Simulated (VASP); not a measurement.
These are AM05 GGA, VASP's PBE PAW potentials (set 64) (plane waves; VASP 6.6.1) values and carry that method's errors.

Input for VASP

POSCAR:
```
BaF2
1
    0.0000000000     3.1088823908     3.1088823908
    3.1088823908     0.0000000000     3.1088823908
    3.1088823908     3.1088823908     0.0000000000
Ba F
1 2
Direct
  0.0000000000   0.0000000000   0.0000000000
  0.2500000000   0.2500000000   0.2500000000
  0.7500000000   0.7500000000   0.7500000000
```

### INCAR
```
! general
SYSTEM =BaF2
PREC   =Accurate
ENCUT  =520   ! plane-wave cut-off (eV)
LREAL  =F
LASPH  =T

! electronic loop
EDIFF  =1E-7
NELM   =100   ! most electronic steps
ALGO   =Normal   ! blocked Davidson
LMAXMIX=4

! smearing
ISMEAR =-5   ! tetrahedra, Bloechl

! functional
GGA    =AM   ! AM05

! ions
ISIF   =2

! output
LWAVE  =F
LCHARG =T
LORBIT =11   ! lm-projected
NEDOS  =601   ! DOS grid

! other
LEFG   =T
```

KPOINTS:
```
Automatic mesh
0
Gamma
 7 7 7
```

POTCAR, in this order: Ba_sv F (PBE.64 set). Program: vasp_std.

Output

OSZICAR:
```
       N       E                     dE             d eps       ncg     rms          rms(c)
DAV:   1     0.152294497359E+03    0.15229E+03   -0.13114E+04   640   0.139E+03
DAV:   2    -0.125425610025E+02   -0.16484E+03   -0.16150E+03   816   0.288E+02
DAV:   3    -0.184786994947E+02   -0.59361E+01   -0.59297E+01   880   0.633E+01
DAV:   4    -0.185740361961E+02   -0.95337E-01   -0.95327E-01   832   0.651E+00
DAV:   5    -0.185774471710E+02   -0.34110E-02   -0.34110E-02   864   0.842E-01    0.792E+00
DAV:   6    -0.170955605381E+02    0.14819E+01   -0.82595E+00   640   0.221E+01    0.433E+00
DAV:   7    -0.170940602694E+02    0.15003E-02   -0.30358E-01   864   0.502E+00    0.218E+00
DAV:   8    -0.171250650152E+02   -0.31005E-01   -0.56281E-02   792   0.278E+00    0.272E-01
DAV:   9    -0.171367977268E+02   -0.11733E-01   -0.16172E-02   808   0.861E-01    0.162E-01
DAV:  10    -0.171402554679E+02   -0.34577E-02   -0.54393E-03   672   0.471E-01    0.375E-02
DAV:  11    -0.171402485340E+02    0.69339E-05   -0.19558E-04   832   0.112E-01    0.155E-02
DAV:  12    -0.171402940456E+02   -0.45512E-04   -0.70090E-05   656   0.595E-02    0.437E-03
DAV:  13    -0.171402939823E+02    0.63295E-07   -0.79632E-07   896   0.654E-03
   1 F= -.17140294E+02 E0= -.17140294E+02  d E =0.000000E+00
```

File OUTCAR:
```
------------------------ aborting loop because EDIFF is reached ----------------------------------------
  FORCE on cell =-STRESS in cart. coord.  units (eV):
  Direction    XX          YY          ZZ          XY          YZ          ZX
  --------------------------------------------------------------------------------------
  Total       -0.0018032     -0.0018032     -0.0018032     -0.0000000     -0.0000000      0.0000000
  in kB       -0.0480731     -0.0480731     -0.0480731     -0.0000000     -0.0000000      0.0000000
  external PRESSURE =      -0.0480731 kB  Pullay stress =       0.0000000 kB
  volume of cell :       60.10
      direct lattice vectors                 reciprocal lattice vectors
     0.000000000  3.108882391  3.108882391    -0.160829500  0.160829500  0.160829500
     3.108882391  0.000000000  3.108882391     0.160829500 -0.160829500  0.160829500
     3.108882391  3.108882391  0.000000000     0.160829500  0.160829500 -0.160829500
 POSITION                                       TOTAL-FORCE (eV/Angst)
 -----------------------------------------------------------------------------------
      0.00000      0.00000      0.00000         0.000000     -0.000000     -0.000000
      1.55444      1.55444      1.55444        -0.000000      0.000000      0.000000
      4.66332      4.66332      4.66332         0.000000     -0.000000     -0.000000
 -----------------------------------------------------------------------------------
    total drift:                                0.000000      0.000000      0.000000
  FREE ENERGIE OF THE ION-ELECTRON SYSTEM (eV)
  ---------------------------------------------------
  free  energy   TOTEN  =       -17.1402939823 eV

  energy  without entropy=      -17.1402939823  energy(sigma->0) =      -17.14029398

 total charge

# of ion       s       p       d       tot
------------------------------------------
    1        1.992   5.642   0.230   7.865
    2        1.733   4.353   0.000   6.086
    3        1.733   4.353   0.000   6.086
--------------------------------------------------
tot          5.459  14.348   0.230  20.038

 Electric field gradients after diagonalization (V/A^2)
 (convention: |V_zz| > |V_xx| > |V_yy|)
----------------------------------------------------------------------
 ion       V_xx      V_yy      V_zz     asymmetry (V_yy - V_xx)/ V_zz
----------------------------------------------------------------------
   1      -0.000    -0.000     0.000       0.000
   2       0.004     0.004    -0.008       0.000
   3       0.004     0.004    -0.008       0.000
```
(Selected blocks of OUTCAR.)

The compound is BaF2 in the fluorite structure. It was relaxed first.
